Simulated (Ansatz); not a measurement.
**Trial structures of Al4Ni: starts and ends**

Level of theory: DFT PBE, scalar-relativistic, plane waves, PAW (Ansatz 0.2.0). Settings: cutoff 420 eV, Γ-centred meshes spaced at most about 0.3 Å⁻¹, and about 0.25 Å⁻¹ or finer for metals (2π included), Gaussian smearing. No spin polarisation in the final relaxations.

Each guess was relaxed in cell and atoms at zero pressure, within the symmetry of its start. All energies are static (0 K, no zero-point motion). Coordination counts all near atoms (those within 1.25 times the shortest distance at each site; a plus sign parts nearer from farther groups; a slash parts the counts of unlike sites).

```json
{"guess": "1", "made from": "Mn4N type", "start group": "Pm-3m", "V start (Å³/atom)": "14.8", "end group": "?", "V end (Å³/atom)": "?", "coordination at the end": "?", "gap on mesh (eV)": "?", "E over the lowest end (meV/atom)": "?"}
{"guess": "2", "made from": "random cell", "start group": "P6/mmm", "V start (Å³/atom)": "17.7", "end group": "P6/mmm", "V end (Å³/atom)": "17.6", "coordination at the end": "Al 8, Ni 12", "gap on mesh (eV)": "0", "E over the lowest end (meV/atom)": "359"}
{"guess": "3", "made from": "NiHg4 type", "start group": "Im-3m", "V start (Å³/atom)": "13.9", "end group": "Im-3m", "V end (Å³/atom)": "17.5", "coordination at the end": "Al 2+6, Ni 8", "gap on mesh (eV)": "0", "E over the lowest end (meV/atom)": "60"}
{"guess": "4", "made from": "Co4H type", "start group": "P-3m1", "V start (Å³/atom)": "13.0", "end group": "P-3m1", "V end (Å³/atom)": "15.0", "coordination at the end": "Al 12/3+9, Ni 6+6", "gap on mesh (eV)": "0", "E over the lowest end (meV/atom)": "0"}
```

Guess 1 as it starts:

```cif
data_structure
_symmetry_space_group_name_H-M 'Pm-3m'
_symmetry_Int_Tables_number 221
_cell_length_a 4.2002
_cell_length_b 4.2002
_cell_length_c 4.2002
_cell_angle_alpha 90.000
_cell_angle_beta 90.000
_cell_angle_gamma 90.000
_cell_volume 74.10
loop_
_atom_site_label
_atom_site_type_symbol
_atom_site_symmetry_multiplicity
_atom_site_Wyckoff_symbol
_atom_site_fract_x
_atom_site_fract_y
_atom_site_fract_z
_atom_site_occupancy
Al1 Al 1 a 0.00000 0.00000 0.00000 1
Al2 Al 3 c 0.50000 0.50000 0.00000 1
Ni1 Ni 1 b 0.50000 0.50000 0.50000 1
```

Question: Predict the end of this guess and its energy over the lowest end.

Answer: It ends in space group Pm-3m (No. 221), with a = 4.512 Å, 18.4 Å³/atom and no gap. It lies 192 meV/atom over the lowest end, above guess 3 and below guess 2. Counting all near atoms, this end has Al 2/12+8, Ni 6 and the lowest (guess 4) has Al 12/3+9, Ni 6+6.

```yaml
crystal:
  lattice:
    - [4.51247, 0.00000, 0.00000]
    - [0.00000, 4.51247, 0.00000]
    - [0.00000, 0.00000, 4.51247]
  atoms:
    - { symbol: Al, position: [0.00000, 0.00000, 0.00000] }
    - { symbol: Al, position: [0.50000, 0.50000, 0.00000] }
    - { symbol: Al, position: [0.50000, 0.00000, 0.50000] }
    - { symbol: Al, position: [0.00000, 0.50000, 0.50000] }
    - { symbol: Ni, position: [0.50000, 0.50000, 0.50000] }
```

Energies over the elements count from the elements' standard structures at the same level, with no fitted energy shifts.

Question: Is the lowest end bound against the elements?

Answer: Yes: its formation energy is −0.15 eV/atom. A negative formation energy is needed for stability but isn't enough: competing phases decide.

Trial moments died out on the coarse mesh in P-3m1, Im-3m, Pm-3m and P6/mmm; another magnetic start might hold. Cells relaxed within their symmetry can be saddle points. A lower structure may well exist outside this small set. Some types were kept out of the candidates beforehand, so the set may lack a known form.

The lowest end is also by far the densest, which suggests that efficient packing, with effective Ni d–Al sp bonding, favours it. Volume alone doesn't order the set, however: the P6/mmm end is highest in energy yet denser than the Pm-3m one. Nor does a large Ni coordination number guarantee a low energy, since Ni has 12 neighbours in P6/mmm.

In the Pm-3m end, Ni occupies the octahedral hole of a face-centred cubic Al framework. The hole is too small for it, so the cell expands until the Al–Al contacts are well beyond those in the metal, while the Ni–Al contacts remain short. This size mismatch probably accounts for much of the energy penalty, which exceeds the binding of the lowest end and leaves this structure unbound against the elements. The same holds for P6/mmm, whereas Im-3m remains bound.

Binding against the elements is a weak test here, because Al3Ni is a strongly exothermic compound. Al4Ni in the P-3m1 form would probably decompose into Al3Ni and Al.
